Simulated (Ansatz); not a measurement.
**C under changes of volume**

One of the cells (5.672 Å³/atom); the others are scaled copies at fixed shape and fractional positions:

```
C
1.0
     2.52210    0.00000    0.00000
    -1.26105    2.18420    0.00000
     0.00000    0.00000    8.23710
C
8
Direct
  0.66667 0.33333 0.84375
  0.33333 0.66667 0.34375
  0.66667 0.33333 0.65625
  0.33333 0.66667 0.15625
  0.00000 0.00000 0.90625
  0.00000 0.00000 0.40625
  0.00000 0.00000 0.59375
  0.00000 0.00000 0.09375
```

This is a hexagonal form of diamond, not graphite.

- Program: Ansatz 0.2.0
- Functional: PBE
- Potentials or basis: Ansatz PAW earlier set
- Cutoff: 800 eV
- Density cutoff: 3200 eV
- k mesh: 12 × 12 × 4
- Occupations: fermi-dirac, width 0.05 eV
- Spin: no spin polarisation

| volume (Å³/atom) | energy over the lowest point (meV/atom) | pressure (GPa) | gap on the mesh (eV) | largest force (eV/Å) |
| --- | --- | --- | --- | --- |
| 5.332 | 35.85 | 32.9 | 4.57 | 0.370 |
| 5.445 | 16.56 | 21.7 | 4.52 | 0.355 |
| 5.559 | 4.83 | 11.5 | 4.47 | 0.341 |
| 5.672 | 0.00 | 2.3 | 4.42 | 0.328 |
| 5.785 | 1.44 | -6.2 | 4.37 | 0.316 |
| 5.899 | ? | ? | ? | ? |
| 6.012 | 20.94 | -20.9 | 4.28 | 0.293 |

**Question.** What does the run at 5.899 Å³/atom give?

**Answer.** Energy over the lowest point 8.59 meV/atom; pressure -13.9 GPa; gap on the mesh 4.33 eV; largest force 0.304 eV/Å.

Worked out: A Birch-Murnaghan fit of order 3 (a polynomial in V^(-2/3)) to the other rows has its minimum at 5.70 Å³/atom with B0 = V·E''(V) = 435 GPa and B' = 3.8 at fixed shape and positions, which overstates the stiffness. It gives 8.63 meV/atom at 5.899 Å³/atom, against the run's 8.59, and -dE/dV = -13.9 GPa, against -13.9. A straight line through the other rows of the gap, of slope -2.43 eV per unit of ln V, gives 4.32 eV, against the run's 4.33.

Energies are extrapolated to zero smearing.

A mesh can miss the band edges.
